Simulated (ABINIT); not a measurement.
# TiO2 (C2/c) in ABINIT: reference runs, part 2 of 2

ABINIT 10.8.3 (patched build).

## Step 3: Single point, PBE (atoms moved at random, drawn with an rms of 0.05 Å)

run.abi reads:

```
# Pseudopotentials
pp_dirpath "./"
pseudos "Ti.GGA_PBE-JTH.xml, O.GGA_PBE-JTH.xml"

# Structure
acell 3*1.0
rprim
     5.1136631439    -5.1148366638     0.0000000000
     5.1136631439     5.1148366638     0.0000000000
    -4.9766523307     0.0000000000     9.0643302492
ntypat 2
znucl 22 8
natom 6
typat 1 1 2 2 2 2
xcart
     1.3249240164    -3.7496509544     6.7773000197
     3.7875996836     3.6680181613     2.3882153481
     1.2885802016     1.2933938620     1.5165349653
     3.8853815197    -1.2319493292     7.5956912049
     6.4600821924     1.2043445557     3.1375907228
    -1.1303837308    -1.2607918931     6.0825644278
chkprim 0
chksymtnons 0
tolsym 1.0e-6

# Plane-wave basis
ecut 625.861884 eV
pawecutdg 45.0
pawxcdev 0

# k points
kptopt 1
ngkpt 8 8 6
nshiftk 1
shiftk 0.0 0.0 0.0

# Exchange and correlation
ixc 11

# Bands and occupations
nband 29
occopt 3
tsmear 0.00183747

# SCF cycle
nstep 100
tolvrs 1.0e-9

# Output
iomode 3
prtwf 0
prtden 0
prteig 0
prtebands 0
enunit 1
```

Potentials or basis: JTH PAW PBE v2.0.

The run is started by

```console
abinit run.abi > log 2>&1
```

run.abo:

```text
.Version 10.8.3 of ABINIT
 Symmetries : space group P1 (#  1); Bravais aP (primitive triclinic)
================================================================================
 Values of the parameters that define the memory need of the present run
     intxc =       0    ionmov =       0      iscf =      17    lmnmax =      18
     lnmax =       6     mgfft =      48  mpssoang =       3    mqgrid =    3001
     natom =       6  nloc_mem =       2    nspden =       1   nspinor =       1
    nsppol =       1      nsym =       1    n1xccc =       1    ntypat =       2
    occopt =       3   xclevel =       2
       mpw =        2512          nfft =       49152          nkpt =         196
 PAW method is used; the additional fine FFT grid is defined by:
   mgfftf=        64    nfftf =    129600
================================================================================
================================================================================

--------------------------------------------------------------------------------
------------- Echo of variables that govern the present computation ------------
--------------------------------------------------------------------------------
 -outvars: echo values of preprocessed input variables --------
            acell      1.0000000000E+00  1.0000000000E+00  1.0000000000E+00 Bohr
              amu      4.78800000E+01  1.59994000E+01
          chkprim           0
      chksymtnons           0
             ecut      2.30000000E+01 Hartree
           enunit           1
                       outvar_i_n : Printing only first  50 k-points.
              ixc          11
                       outvar_i_n : Printing only first  50 k-points.
         kptrlatt        8    0    0      0    8    0      0    0    6
          kptrlen      5.78611330E+01
            natom           6
            nband          29
            ngfft          32      32      48
          ngfftdg          45      45      64
             nkpt         196
            nstep         100
             nsym           1
           ntypat           2
                       prtocc : prtvol=0, do not print more k-points.
           occopt           3
        pawecutdg      4.50000000E+01 Hartree
         pawxcdev           0
           prtden           0
        prtebands           0
           prteig           0
[... 229 lines left out ...]
hartree             :  5.03265453708125E+01
xc                  : -1.83838570651052E+01
Ewald energy        : -1.20503642639193E+02
psp_core            :  7.02121660848889E+00
local_psp           : -1.50399761787055E+02
PAW spherical_terms :  3.94534904844776E+00
internal            : -1.82259505179240E+02
'-kT*entropy'       : -1.18720675032440E-12
total_energy        : -1.82259505179242E+02
total_energy_eV     : -4.95953379243372E+03
...

--- !EnergyTermsDC
iteration_state     : {dtset: 1, }
comment             : '"Double-counting" decomposition of free energy'
band_energy         : -2.42338786171387E+01
Ewald energy        : -1.20503642639193E+02
psp_core            :  7.02121660848889E+00
xc_dc               : -4.60148258785022E+01
PAW spherical_terms :  1.47162170965880E+00
internal            : -1.82259508816686E+02
'-kT*entropy'       : -1.18720675032440E-12
total_energy_dc     : -1.82259508816687E+02
total_energy_dc_eV  : -4.95953389141365E+03
...

--- !EnergyTermsWithPAWCore
iteration_state     : {dtset: 1, }
comment             : 'Components of total free energy, including PAW core contributions'
Total energy        : -2.00902800048722E+03
Total energy DC     : -2.00902800412466E+03
Total energy (eV)   : -5.46684369002486E+04
Total energy DC (eV): -5.46684369992285E+04
...

 Cartesian components of stress tensor (hartree/bohr^3)
  sigma(1 1)=  2.46058887E-05  sigma(3 2)=  1.24444825E-05
  sigma(2 2)=  2.22861129E-05  sigma(3 1)=  8.46188708E-06
  sigma(3 3)= -8.70091677E-05  sigma(2 1)=  1.25949899E-04

-Cartesian components of stress tensor (GPa)         [Pressure=  3.9343E-01 GPa]
- sigma(1 1)=  7.23930240E-01  sigma(3 2)=  3.66129317E-01
- sigma(2 2)=  6.55680080E-01  sigma(3 1)=  2.48957313E-01
- sigma(3 3)= -2.55989810E+00  sigma(2 1)=  3.70557396E+00

== END DATASET(S) ==============================================================
================================================================================

 -outvars: echo values of variables after computation  --------
            acell      1.0000000000E+00  1.0000000000E+00  1.0000000000E+00 Bohr
           etotal     -1.8225950882E+02
            fcart      3.8565322228E-03 -2.0229660487E-03  1.7273162938E-02
                       1.4567790680E-03  2.6005845819E-03 -1.8181106118E-02
                      -2.0075568035E-04 -6.4402410897E-03  7.5989413014E-03
                       5.5810848791E-03 -9.2161560606E-05  2.8900965526E-03
                      -4.6991850737E-03  3.7524289915E-03 -9.3276870831E-03
                      -5.9944554158E-03  2.2023551257E-03 -2.5340759008E-04
            rprim      5.1136631439E+00 -5.1148366638E+00  0.0000000000E+00
                       5.1136631439E+00  5.1148366638E+00  0.0000000000E+00
                      -4.9766523307E+00  0.0000000000E+00  9.0643302492E+00
           strten      2.4605888713E-05  2.2286112947E-05 -8.7009167741E-05
                       1.2444482544E-05  8.4618870786E-06  1.2594989887E-04
           xangst      7.0111959518E-01 -1.9842298326E+00  3.5863927194E+00
                       2.0043114352E+00  1.9410316188E+00  1.2637891361E+00
                       6.8188727664E-01  6.8443455603E-01  8.0251574263E-01
                       2.0560553545E+00 -6.5191950956E-01  4.0194666840E+00
                       3.4185282745E+00  6.3731169252E-01  1.6603415065E+00
                      -5.9817330951E-01 -6.6718233707E-01  3.2187544769E+00
             xred      8.5992200000E-01  1.2682900000E-01  7.4768900000E-01
                       1.3998199999E-01  8.5711500001E-01  2.6347400000E-01
                       8.0971000003E-02  3.3384200000E-01  1.6730800000E-01
                       9.0809300000E-01  6.6723500000E-01  8.3797600000E-01
                       6.8235500001E-01  9.1781600001E-01  3.4614700000E-01
                       3.3925500000E-01  9.2758000006E-02  6.7104400001E-01
 Calculation completed.
```

Run time: 34 min. Hardware: 1 thread of Intel Xeon at 2.50GHz (Skylake/Cascade Lake), shared host; peak memory 0.48 GiB.

What came out:

```
Free energy            : -4959.5339 eV
Pressure               : 0.4 GPa
Largest force          : 0.947 eV/Å
Band gap on the k mesh : 2.13 eV, indirect (least direct gap 2.42 eV)
```

Forces on the atoms (eV/Å):
```
Ti   0.198 -0.104  0.888
Ti   0.075  0.134 -0.935
O   -0.010 -0.331  0.391
O    0.287 -0.005  0.149
O   -0.242  0.193 -0.480
O   -0.308  0.113 -0.013
```

Stress tensor (GPa, compression positive):
```
-0.72 -3.71 -0.25
-3.71 -0.66 -0.37
-0.25 -0.37  2.56
```

Levels at points of the mesh, in eV from the valence-band top:
```tsv
k point	band 21	band 22	band 23	band 24	band 25	band 26	band 27	band 28
(0.00, 0.00, 0.00)	-0.77	-0.75	-0.58	-0.34	2.13	2.85	3.78	3.91
(0.50, 0.00, 0.00)	-1.82	-0.77	-0.74	-0.61	3.29	3.38	3.50	3.71
(0.00, 0.50, 0.00)	-1.70	-1.06	-0.88	-0.67	3.21	3.30	3.41	3.68
(0.50, 0.50, 0.00)	-1.98	-1.77	-0.12	0.00	3.19	3.32	3.49	3.96
(0.00, 0.00, 0.50)	-1.27	-1.16	-0.17	-0.11	2.39	2.55	3.62	3.84
(0.50, 0.00, 0.50)	-1.70	-0.75	-0.73	-0.63	3.12	3.41	3.61	3.70
(0.00, 0.50, 0.50)	-1.68	-1.06	-0.89	-0.59	2.98	3.41	3.53	3.64
(0.50, 0.50, 0.50)	-1.92	-1.86	-0.15	-0.02	3.20	3.35	3.63	3.83
```

Caveat: the atomic spheres overlap.
